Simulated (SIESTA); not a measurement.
CdO (Monteponite):

```
Cd O
1.0
     0.00000    2.34950    2.34950
     2.34950    0.00000    2.34950
     2.34950    2.34950    0.00000
Cd O
1 1
Direct
  0.00000 0.00000 0.00000
  0.50000 0.50000 0.50000
```

- Program: SIESTA 5.4.2
- Task: relaxation of cell and atoms
- Functional: PW86PBE
- Potentials or basis: PseudoDojo 0.4 standard (PBE files)
- Basis: DZP (energy shift 0.002 Ry)
- Grid cutoff: 800 Ry
- Energy shift: 0.002 Ry
- k mesh: 10 × 10 × 10
- Occupations: fermi-dirac, width 0.05 eV
- Spin: no spin polarisation

At the start: pressure 12.2 GPa; volume 12.97 Å³/atom.

**Question.** Where does the relaxation end?

**Answer.** Over 4 steps the energy falls by 39.2 meV/atom and the volume is 14.10 Å³/atom (+8.7 %); space group Fm-3m (No. 225, to 0.05 Å).

Step by step:
```
step  energy change (eV)  largest force (eV/Å)  pressure (GPa)  volume (Å³)
   1              0.0000                0.0000           12.19        25.94
   2             -0.0528                0.0000            6.64        26.85
   3             -0.0780                0.0000           -0.64        28.35
   4             -0.0784                0.0000           -0.09        28.20
```

Final structure:
```
CELL_PARAMETERS angstrom
0.00007 2.41604 2.41604
2.41604 0.00007 2.41604
2.41604 2.41604 0.00007
ATOMIC_POSITIONS crystal
Cd 0.00000 0.00000 0.00000
O 0.50000 0.50000 0.50000
```

Caveat: semicore shells carry a single zeta, which can move pressures by several GPa and volumes by a few percent; the potentials were made for another functional, which shifts forces and pressure; the basis of atomic orbitals isn't converged, which shifts pressures, moduli and gaps.
